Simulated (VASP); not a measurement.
Set up this calculation in VASP 6.6.1, as the native input.

| Item | Value |
| --- | --- |
| Task | single point |
| Functional | PBE |
| Dispersion | D3(BJ) |
| Potentials or basis | VASP PAW PBE potentials, release 64 (S, Ta_pv) |
| Cutoff | 520 eV |
| k mesh | 15 × 15 × 1 |
| Occupations | gaussian, width 0.1 eV |
| Spin | no spin polarisation |
| Dipole correction | yes |
| Further INCAR settings | ALGO = Fast; EDIFF = 1e-06; NBANDS = 18 |

The structure of TaS2 lies in POSCAR:

```
TaS2
1.0
    3.3435339237      0.0000000000      0.0000000000
   -1.6717669619      2.8955853164      0.0000000000
    0.0000000000      0.0000000000     32.1803051426
S Ta
2 1
Direct
    0.6666666667      0.3333333333      0.4520651205
    0.3333333333      0.6666666667      0.5479348795
    0.0000000000      0.0000000000      0.5000000000
```

These files were run (other wordings do the same):

INCAR

```
PREC = Accurate
ENCUT = 520
EDIFF = 1E-6
ISMEAR = 0
SIGMA = 0.1
LREAL = False
LASPH = True
NELM = 80
ALGO = Fast
ISIF = 2
LWAVE = False
LCHARG = False
LDIPOL = True
IDIPOL = 3
DIPOL = 0.5 0.5 0.500
GGA = PE
IVDW = 12
NBANDS = 18
```

KPOINTS

```
regular mesh
0
Gamma
  15 15 1
```

Potentials or basis: VASP PAW PBE potentials, release 64 (S, Ta_pv).

The run is started by

```sh
$ cat potpaw_PBE.64/S/POTCAR potpaw_PBE.64/Ta_pv/POTCAR > POTCAR
$ mpirun -np 1 vasp_std > vasp.out
```

It gave:

The band gap on the k mesh is none (metal or under the smearing width) and the dispersion energy per atom is -0.285 eV.

It took 2.5 min on 1 thread of Intel(R) Xeon(R) 6975P-C (Granite Rapids) (shared host), peak memory 0.51 GiB.
